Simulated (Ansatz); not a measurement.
# Generalised stacking fault in AlN

Method: DFT PBE, scalar-relativistic, plane waves, PAW (Ansatz 0.2.0). Settings: plane waves to 420 eV, k-mesh 4×8×3 (Γ-centred), Gaussian smearing 0.05 eV. No spin polarisation. Energies are free energies at this smearing, counted from the undisturbed cell; pressure is positive in compression.

Zero of the scan (relaxed at this level):

```xyz
16
Lattice="-1.5651 -2.7109 5.0180 1.5651 -2.7109 0.0000 7.8256 2.7109 5.0180" Properties=species:S:1:pos:R:3 pbc="T T T"
Al    1.2861   -4.2533    3.8442
Al    5.9815   -1.5424    8.8621
Al    2.8513   -1.5424    3.8442
Al    5.9815   -1.5424    3.8442
Al    1.2861   -2.4461    6.3532
Al    1.2861   -2.4461    1.3352
Al    4.4164   -2.4461    6.3532
Al    5.9815    0.2648    6.3532
N     1.2861   -4.2533    5.7587
N     7.5466    1.1684    5.7587
N     2.8513   -1.5424    5.7587
N     5.9815   -1.5424    5.7587
N     2.8513    0.2648    3.2498
N     1.2861   -2.4461    3.2498
N     4.4164   -2.4461    8.2677
N     5.9815    0.2648    8.2677
```

The cut lies on the cell's a–b face, a (1 0 1) plane (indices in the standard cell, whose axes needn't be the Cartesian ones shown) of area 17.85 Å², between layers 1.08 Å apart. Vector c is tilted by f times 1·a + 1·b (length 7.388 Å) with the atoms' Cartesian places fixed: one unrelaxed fault a cell.

```tsv
f	γ (mJ/m²)	shear traction, the slope of γ along the slip (GPa)	gap on the mesh (eV)
0.0000	0	0.0	4.03
0.1000	1932	41.3	3.35
0.2000	4428	19.7	1.59
0.3000	?	?	0.57
0.4000	4079	-0.7	0.29
0.5000	4011	4.1	0.19
0.6000	5919	41.2	0.45
0.7000	7683	?	?
0.8000	5670	-38.4	1.54
0.9000	?	-51.2	?
```

Question: Give the withheld values.

Answer: γ (mJ/m²) at f = 0.3000: 4612; shear traction, the slope of γ along the slip (GPa) at f = 0.3000: -10.7; shear traction, the slope of γ along the slip (GPa) at f = 0.7000: -5.2; gap on the mesh (eV) at f = 0.7000: 0.15; γ (mJ/m²) at f = 0.9000: 2251; gap on the mesh (eV) at f = 0.9000: 3.37.

Cost: 10 runs of about 2.4 core-minutes in all, on Intel Xeon Platinum 8581C (Emerald Rapids) (shared hosts).